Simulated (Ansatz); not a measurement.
GaN, 2 atoms in the cell. Symmetry: Fm-3m, No. 225, cubic system. Conventional cell: a = 4.270 Å, b = 4.270 Å, c = 4.270 Å, α = 90.00°, β = 90.00°, γ = 90.00°. Around Ga (site symmetry m-3m) lie 6 N at 2.14 Å. N (site symmetry m-3m) is surrounded by 6 Ga at 2.14 Å. Measurements of this composition are mostly on another form, of space group No. 186.

| Quantity | Value |
| --- | --- |
| Program | Ansatz 0.2.0 |
| Task | band structure |
| Functional | r2SCANh |
| Potentials or basis | Ansatz PAW |
| Cutoff | 500 eV (not typed: the program's choice for these potentials) |
| k mesh | 6 × 6 × 6 |
| Occupations | fermi-dirac, width 0.05 eV |
| Spin | no spin polarisation |
| Path | [["G", "X", "W", "K", "G", "L", "U", "W", "L", "K"], ["U", "X"]] |
| Points for each segment of the path | 4 |

Hardware: 1 × NVIDIA H100 80GB HBM3 with 2 threads of AMD EPYC 7R13 Processor (Zen 3), on a shared host.

Question: Estimate the wall time of this run.

Answer: Run time: 44 s on 1 × NVIDIA H100 80GB HBM3 with 2 threads of AMD EPYC 7R13 Processor (Zen 3) (shared host), peak memory 1.9 GiB. Counts: scf iterations 15, plane waves 531, k points 16, bands 15.
